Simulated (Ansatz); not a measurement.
**Si: work and stress of cleavage**

All numbers below come from Ansatz, DFT r2SCAN, scalar-relativistic, plane waves, PAW. Settings: plane waves to 500 eV, k-mesh 24×17×5 (Γ-centred), Gaussian smearing 0.15 eV. No spin polarisation. Energies are free energies at this smearing, counted from the undisturbed cell; pressure is positive in compression.

Reference structure (relaxed at this level; this form isn't the usual structure):

```
Si
1.0
     0.00000    0.00000   -2.64474
    -2.40120   -2.40120   -1.32237
    -9.60480    9.60480    0.00000
Si
8
Direct
  0.50000 0.50000 0.06250
  0.00000 0.50000 0.81250
  0.50000 0.50000 0.56250
  0.00000 0.50000 0.31250
  0.00000 0.00000 0.18750
  0.50000 0.00000 0.93750
  0.00000 0.00000 0.68750
  0.50000 0.00000 0.43750
```

The cut lies on the cell's a–b face, a (-1 1 0) plane (indices in the standard cell, whose axes needn't be the Cartesian ones shown) of area 8.98 Å², between layers 1.70 Å apart. Vector c is lengthened by d along the normal with the atoms' Cartesian places fixed: one unrelaxed cut a cell. The traction is positive where the two halves pull on each other.

| d (Å) | energy (J/m²) | traction (GPa) |
| --- | --- | --- |
| 0.00 | 0.00 | 0.1 |
| 0.50 | 0.66 | 18.8 |
| 1.00 | 1.51 | 14.1 |
| 2.00 | 2.31 | 3.6 |
| 3.00 | 2.51 | 1.0 |
| 6.00 | 2.58 | 0.0 |

Q: What are the work of separation and the cleavage stress, and do they fit the universal binding curve?

A: The energy levels off near W ≈ 2.58 J/m² (the traction is down to 0.0 GPa), the energy of the two unrelaxed faces, 1.29 J/m² each on average. The largest sampled traction is 18.8 GPa at d = 0.50 Å, and a parabola through it and its two neighbours peaks at σ_max ≈ 19.9 GPa, d ≈ 0.65 Å. The curve E = W[1 − (1 + d/ℓ)exp(−d/ℓ)] peaks in traction at d = ℓ with σ_max = W/(eℓ); with 1 J/m² per Å = 10 GPa this W and σ_max give ℓ = 0.48 Å. A parabola through that curve at the same three d peaks at 0.63 Å, against 0.65 Å here, a fair fit. Real crystals break at far lower stress, because cracks concentrate it, and on the plane of lowest W, which needn't be this one.

The cut is rigid; relaxing the faces lowers these energies and usually the stresses.

In a metal these slopes depend on the k mesh and the smearing.

Cost: 6 runs of about 17 core-minutes in all, on Intel Xeon Platinum 8488C (Sapphire Rapids) (shared hosts).